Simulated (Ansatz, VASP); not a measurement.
# Rh in VASP and in Ansatz

```
Rh
1.0
    -0.19151    1.83845    1.91505
     1.83845   -0.19151    1.91505
     1.64695    1.64695    0.00000
Rh
1
Direct
  0.00000 0.00000 0.00000
```

Change from the starting cell: engineering shear strain xy -0.2000, equal normal strain along x and y -0.0400.

Alike in both runs: task single point; functional PBE; k mesh 20 × 20 × 20; occupations gaussian, width 0.15 eV; no spin polarisation.

|  | VASP | Ansatz |
| --- | --- | --- |
| version | VASP 6.6.1 | Ansatz 0.2.0 |
| potentials or method | VASP PAW PBE potentials, release 64 (Rh_pv) | scalar-relativistic, plane waves, PAW |
| plane-wave cutoff (eV) | 520 | 420 |
| valence electrons in the cell | 15 | 17 |

|  | VASP | Ansatz | Ansatz less VASP |
| --- | --- | --- | --- |
| gap on the k mesh at the Fermi level (eV) | none | none | - |
| pressure (GPa) | 47.5 | 47.3 | -0.20 |
| largest component of the traceless stress (GPa) | 58.60 | 58.30 | -0.295 |

A gap of «none» marks a metal or a gap that the smearing closes. The two sets of potentials don't hold the same shells in valence.

Caveats: so large a pressure means that the cell lies far from this level's equilibrium, or that cutoff or potentials fall short (VASP).
